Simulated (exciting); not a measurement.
An input for exciting (release sodium) (Mg):

File run_exciting.py:

```python
import subprocess
import xml.etree.ElementTree as ET
from ase.io import read
from ase.units import Bohr

atoms = read("Mg.cif")
import spglib
from ase import Atoms
cell, positions, numbers = spglib.find_primitive((atoms.cell[:], atoms.get_scaled_positions(), atoms.numbers), symprec=1e-5)
atoms = Atoms(numbers, cell=cell, scaled_positions=positions, pbc=True)
rmt = {'Mg': 2.0}  # bohr
tasks = """
<groundstate do="fromscratch" ngridk="11 11 11" rgkmax="6.5" gmaxvr="14" lmaxapw="10" lmaxmat="10" lmaxvr="8" stype="Gaussian" swidth="0.00183747" nempty="22" ValenceRelativity="iora*" epsengy="1e-05" epspot="1e-05" maxscl="60" outputlevel="low" vkloff="0.5 0.5 0.5">
  <libxc exchange="XC_GGA_X_EV93" correlation="XC_LDA_C_PW"/>
</groundstate>
<properties>
  <momentummatrix/>
  <dielmat intraband="false" scissor="0.036749" wmax="0.8" wgrid="200" swidth="0.02" tevout="true">
    <epscomp>1 1</epscomp>
    <epscomp>2 2</epscomp>
    <epscomp>3 3</epscomp>
  </dielmat>
</properties>
"""

root = ET.Element("input")
ET.SubElement(root, "title").text = "Mg"
structure = ET.SubElement(root, "structure", speciespath="./", tshift="false")
crystal = ET.SubElement(structure, "crystal", scale="1.0")
for vector in atoms.cell / Bohr:
    ET.SubElement(crystal, "basevect").text = " ".join(f"{x:.12f}" for x in vector)
symbols = atoms.get_chemical_symbols()
for element in dict.fromkeys(symbols):
    species = ET.SubElement(structure, "species", speciesfile=element + ".xml", rmt=str(rmt[element]))
    for symbol, position in zip(symbols, atoms.get_scaled_positions(wrap=False)):
        if symbol == element:
            ET.SubElement(species, "atom", coord=" ".join(f"{x:.12f}" for x in position))
root.extend(ET.fromstring("<tasks>" + tasks + "</tasks>"))
ET.indent(root)
ET.ElementTree(root).write("input.xml")
subprocess.run(["exciting_smp"], check=True)
```

The input Mg.cif:

```cif
data_Mg
_cell_length_a 3.67198326
_cell_length_b 3.67198326
_cell_length_c 3.35880804
_cell_angle_alpha 90.00000000
_cell_angle_beta 90.00000000
_cell_angle_gamma 90.00000000
_space_group_name_H-M_alt 'I4/mmm'
_space_group_name_Hall '-I 4 2'
_space_group_IT_number 139
loop_
_space_group_symop_operation_xyz
'x,y,z'
'-x,-y,-z'
'-y,x,z'
'y,-x,-z'
'-x,-y,z'
'x,y,-z'
'y,-x,z'
'-y,x,-z'
'x,-y,-z'
'-x,y,z'
'-y,-x,-z'
'y,x,z'
'-x,y,-z'
'x,-y,z'
'y,x,-z'
'-y,-x,z'
'x+1/2,y+1/2,z+1/2'
'-x+1/2,-y+1/2,-z+1/2'
'-y+1/2,x+1/2,z+1/2'
'y+1/2,-x+1/2,-z+1/2'
'-x+1/2,-y+1/2,z+1/2'
'x+1/2,y+1/2,-z+1/2'
'y+1/2,-x+1/2,z+1/2'
'-y+1/2,x+1/2,-z+1/2'
'x+1/2,-y+1/2,-z+1/2'
'-x+1/2,y+1/2,z+1/2'
'-y+1/2,-x+1/2,-z+1/2'
'y+1/2,x+1/2,z+1/2'
'-x+1/2,y+1/2,-z+1/2'
'x+1/2,-y+1/2,z+1/2'
'y+1/2,x+1/2,-z+1/2'
'-y+1/2,-x+1/2,z+1/2'
loop_
_atom_site_label
_atom_site_type_symbol
_atom_site_symmetry_multiplicity
_atom_site_Wyckoff_symbol
_atom_site_fract_x
_atom_site_fract_y
_atom_site_fract_z
_atom_site_occupancy
Mg1 Mg 2 a 0.0000000000 0.0000000000 0.0000000000 1
```

Potentials or basis: all-electron LAPW+lo, shipped species files with second energy derivatives, valence relativity iora*.

The run is started by

```sh
$ OMP_NUM_THREADS=1 python run_exciting.py
```

Q: What does the program do with it?

A: The run stopped without a result. It printed:

Output:

```text
Parser ERROR: 'XC_GGA_X_EV93                                                                   ' is not valid selection for exchange
```
